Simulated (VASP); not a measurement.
Here is a VASP 6.6.1 calculation.

The input POSCAR:

```
CsBr
1.0
    4.3196004938      0.0000000000      0.0000000000
    0.0000000000      4.3196004938      0.0000000000
    0.0000000000      0.0000000000      4.3196004938
Cs Br
1 1
Direct
    0.0000000000      0.0000000000      0.0000000000
    0.5000000000      0.5000000000      0.5000000000
```

INCAR.step1

```
ALGO = Normal ; EDIFF = 1E-5
ENCUT = 520 ; GGA = PE
ISIF = 2 ; ISMEAR = 0
LASPH = True ; LREAL = False
LWAVE = True ; NBANDS = 15
NELM = 100 ; PREC = Accurate
SIGMA = 0.01
```

The input INCAR.step2:

```
ALGO = Normal ; EDIFF = 1E-6
ENCUT = 520 ; GGA = PE
HFSCREEN = 0.2079 ; ISIF = 2
ISMEAR = 0 ; ISTART = 1
LASPH = True ; LCHARG = True
LELF = True ; LHFCALC = True
LREAL = False ; LVHAR = True
LWAVE = False ; NBANDS = 15
NELM = 100 ; PREC = Accurate
PRECFOCK = Normal ; SIGMA = 0.01
```

The input KPOINTS:

```
k-points
0
Gamma
  4 4 4
```

Potentials or basis: VASP PAW PBE potentials, release 64 (Cs_sv, Br).

Launch:

```sh
$ cat potpaw_PBE.64/Cs_sv/POTCAR potpaw_PBE.64/Br/POTCAR > POTCAR
$ cp INCAR.step1 INCAR
$ mpirun -np 1 vasp_std > vasp.out
$ cp INCAR.step2 INCAR
$ mpirun -np 1 vasp_std > vasp.out
```

Question: Estimate the pressure.

Answer: 0.4 GPa.

Question: Predict the band gap on the k mesh.

Answer: 5.60 eV, indirect (least direct gap 5.60 eV).

Caveat: the PAW data sets were made with another functional, which shifts forces and pressure a little; spin-orbit coupling is left out, which moves the levels of the heavy elements.
